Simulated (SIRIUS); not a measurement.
**C in SIRIUS: the effect of functional**

C:

```
C
1.0
    -1.74982    1.20232   -0.08839
     2.06079    1.74092   -0.07165
     0.38193   -0.93538   -6.26637
C
4
Cartesian
  0.5956 0.3253 -3.1606
  1.8087 0.7230 -6.3265
  -1.1134 1.2929 -0.1084
  0.0950 1.6745 -3.2573
```

Alike in all runs:

| Item | Value |
| --- | --- |
| Program | SIRIUS 7.10.0 |
| Task | single point |
| Potentials or basis | PseudoDojo 0.4.1 PBE standard (scalar relativistic) |
| Cutoff | 1127 eV |
| Density cutoff | 4507 eV |
| k mesh | 7 × 5 × 2 |
| Occupations | fermi-dirac, width 0.05 eV |
| Spin | no spin polarisation |

| functional | pressure (GPa) | largest force (eV/Å) |
| --- | --- | --- |
| LDA | 14.4 | 4.01 |
| PBEsol | 15.3 | 3.92 |
| RPBE | 19.7 | 3.61 |
| revPBE | 19.2 | 3.64 |
| BLYP | 24.7 | 3.54 |
| PW91 | 18.2 | 3.68 |
| AM05 | 15.3 | 3.91 |
| EV93PW91 | 25.8 | 3.28 |
| BP86 | ? | ? |
| OPBE | 6.8 | 3.43 |

Q: What does the run with functional BP86 give?

A: Pressure 19.4 GPa; largest force 3.69 eV/Å.

Caveats: all runs use coarse meshes; the potentials were made for another functional, which shifts forces and pressure; the potentials were made for a functional far from this one (some runs).

Runs at the PBE level aren't shown here.
